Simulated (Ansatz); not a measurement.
# LiF: the cost of one run

The runs shown are made with Ansatz 0.2.0. G0W0, plane waves. Values at 0 K without nuclear motion; spin polarisation is off, and the phase may be a hypothetical one.

**1. The system as given**

The cell was relaxed beforehand with r2SCAN.

Space group Pm-3m (No. 221), cubic; conventional cell a = 2.516 Å, 7.97 Å³ an atom. Near Li stand 8 F at 2.18 Å; near F stand 8 Li at 2.18 Å.

The structure in full:

```
CELL_PARAMETERS angstrom
2.51626 0.00000 0.00000
0.00000 2.51626 0.00000
0.00000 0.00000 2.51626
ATOMIC_POSITIONS crystal
Li 0.00000 0.00000 0.00000
F 0.50000 0.50000 0.50000
```

**2. 25 empty bands, 80 eV**

input.yaml reads:

```yaml
crystal:
  lattice:
    - [2.5162584446, 0.0, 0.0]
    - [0.0, 2.5162584446, 0.0]
    - [0.0, 0.0, 2.5162584446]
  atoms:
    - { symbol: Li, position: [0.0, 0.0, 0.0] }
    - { symbol: F, position: [0.5, 0.5, 0.5] }
kpoints:
  mp_grid: { grid: [6, 6, 6] }
hamiltonian:
  xc: pbe
scf:
  occupations: { method: fixed }
gw:
  n_empty_bands: 25
  ecut_chi: 80
  qp_bands: [v2, c2]
  qp_kpoints: band_edges
  screening: { model: contour_deformation }
```

Run with:

```bash
$ ansatz run input.yaml --threads 2 --pin off --max-ram 3686MiB --backend cpu --events-out ev --progress --plain --runs-dir out
```

What time and memory should one allow on 2 threads of Arm Neoverse N1, shared host?

About 4.9 s, with a peak of 0.25 GiB.
